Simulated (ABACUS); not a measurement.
Crystal: ZnS (Wurtzite-2H).

```
Zn S
1.0
     3.81100    0.00000    0.00000
    -1.90550    3.30042    0.00000
     0.00000    0.00000    6.23400
Zn S
2 2
Direct
  0.66667 0.33333 0.50000
  0.33333 0.66667 0.00000
  0.66667 0.33333 0.88500
  0.33333 0.66667 0.38500
```

- Program: ABACUS 3.10.1
- Task: relaxation of cell and atoms
- Functional: SCAN
- Potentials or basis: SG15 ONCV 1.2 PBE
- Cutoff: 1320 eV
- Density cutoff: 5279 eV
- Basis: plane waves
- k mesh: 5 × 5 × 3
- Occupations: fermi-dirac, width 0.05 eV
- Spin: no spin polarisation

At the start: pressure 0.0 GPa; volume 19.60 Å³/atom.

**Question.** How do energy, volume and symmetry change on relaxing?

**Answer.** Over 10 steps the energy falls by 5.9 meV/atom and the volume is 19.59 Å³/atom (-0.1 %); space group P6_3mc (No. 186, to 0.05 Å).

The path:
```csv
step,energy change (eV),largest force (eV/Å),pressure (GPa),volume (Å³)
1,0.0000,0.3523,0.02,78.41
2,-0.0149,0.1211,-0.01,78.44
3,-0.0147,0.0637,0.00,78.45
4,-0.0207,0.0424,-0.03,78.45
5,-0.0215,0.0769,-0.16,78.46
6,-0.0233,0.0661,-0.17,78.46
7,-0.0233,0.0089,0.20,78.15
8,-0.0236,0.0098,0.02,78.31
9,-0.0236,0.0088,-0.03,78.34
10,-0.0236,0.0048,-0.01,78.35
```

Final structure:
```cif
data_structure
_symmetry_space_group_name_H-M 'P 1'
_symmetry_Int_Tables_number 1
_cell_length_a 3.7997
_cell_length_b 3.7997
_cell_length_c 6.2661
_cell_angle_alpha 90.000
_cell_angle_beta 90.000
_cell_angle_gamma 120.000
_cell_volume 78.35
loop_
_atom_site_label
_atom_site_type_symbol
_atom_site_fract_x
_atom_site_fract_y
_atom_site_fract_z
_atom_site_occupancy
Zn1 Zn 0.66667 0.33333 0.50623 1
Zn2 Zn 0.33333 0.66667 0.00623 1
S1 S 0.66667 0.33333 0.87877 1
S2 S 0.33333 0.66667 0.37877 1
```

Caveat: the potentials were made for another functional, which shifts forces and pressure.
